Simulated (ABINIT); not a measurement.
**Tm in ABINIT: the effect of smearing**

The system is Tm.

```
Tm
1.0
    -1.97055    1.97055    1.97055
     1.97055   -1.97055    1.97055
     1.97055    1.97055   -1.97055
Tm
1
Direct
  0.00000 0.00000 0.00000
```

This isn't the form of Tm at room conditions, which is hcp.

Alike in all runs:

| Item | Value |
| --- | --- |
| Program | ABINIT 10.8.3 (patched build) |
| Task | single point |
| Functional | PBE |
| Potentials or basis | Ansatz PAW PBE default generated set, frozen core |
| Cutoff | 419 eV |
| k mesh | 10 × 10 × 10 |
| Spin | collinear spin, ferromagnetic start |
| Starting moments | [2.0] μB |

Task: One run gave: pressure 3.6 GPa; moment 0.00 μB. Which smearing did it use?
A. cold-b
B. methfessel-paxton
C. fermi-dirac
D. cold
E. gaussian

Result: C.

```csv
smearing,occupations,pressure (GPa),moment (μB)
fermi-dirac,"fermi-dirac, width 0.2 eV",3.6,0.00
gaussian,"gaussian, width 0.2 eV",3.0,1.15
cold,"cold (ABINIT), width 0.2 eV",2.8,1.14
cold-b,"cold-b (ABINIT), width 0.2 eV",2.6,0.12
methfessel-paxton,"methfessel-paxton, width 0.2 eV",2.9,1.14
```

Caveats: the magnetic or orbital state may not be the lowest.
